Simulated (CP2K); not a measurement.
Runs of CP2K 2026.2 on Ta2C. It takes space group P-3m1 (No. 164, trigonal). Conventional cell: a = 3.106 Å, b = 3.106 Å, c = 4.946 Å, α = 90.00°, β = 90.00°, γ = 120.00°. Ta (site symmetry 3m) has 3 C at 2.18 Å as nearest neighbours. C (site symmetry -3m) has 6 Ta at 2.18 Å as nearest neighbours. 

```csv
level,potentials or basis,smearing,EPS_DEFAULT,points a segment of the path (NPOINTS),bands added on the path,CUTOFF of the grids,gap on the mesh (eV),pressure (GPa),largest force (eV/Å)
r2SCAN,"POTENTIAL_UZH Ta GTH-SCAN-q13, C GTH-SCAN-q4; TZVP-MOLOPT-SCAN-GTH basis",fermi-dirac 0.0259 eV,1.0E-9,8,6,675 Ry,none,-2.4,0.16
SCAN,"POTENTIAL_UZH Ta GTH-SCAN-q13, C GTH-SCAN-q4; TZVP-MOLOPT-SCAN-GTH basis",fermi-dirac 0.1 eV,1.0E-10,10,6,675 Ry,none,(a),(b)
TASK,"POTENTIAL_UZH Ta GTH-SCAN-q13, C GTH-SCAN-q4; TZVP-MOLOPT-SCAN-GTH basis",fermi-dirac 0.01 eV,1.0E-10,8,2,675 Ry,none,1.8,0.31
LDA,"GTH_POTENTIALS Ta GTH-PADE-q13, C GTH-PADE-q4; TZVP-MOLOPT-PBE-GTH basis",fermi-dirac 0.05 eV,1.0E-9,6,4,450 Ry,none,-20.7,(c)
```

Alike in all rows: task band structure; no spin polarisation; cell as given; k mesh 10 × 10 × 6.

Problem. Estimate the missing entries.

Solution. (a) -3.6; (b) 0.13; (c) 1.40.

Caveats: the basis of atomic orbitals isn't converged, which shifts pressures, moduli and gaps; the potentials were made for another functional, which shifts forces and pressure (some runs); so large a pressure means that the cell lies far from this level's equilibrium, or that cutoff or potentials fall short (some runs); forces of over 1 eV/Å show positions far from the minimum, so gaps and moduli don't describe the material at rest (some runs).

A k mesh can miss the band edges, and the runs leave out spin-orbit coupling on Ta.

A gap of «none» marks a metal or a gap under the smearing width.

Not every run made on this cell is shown here.
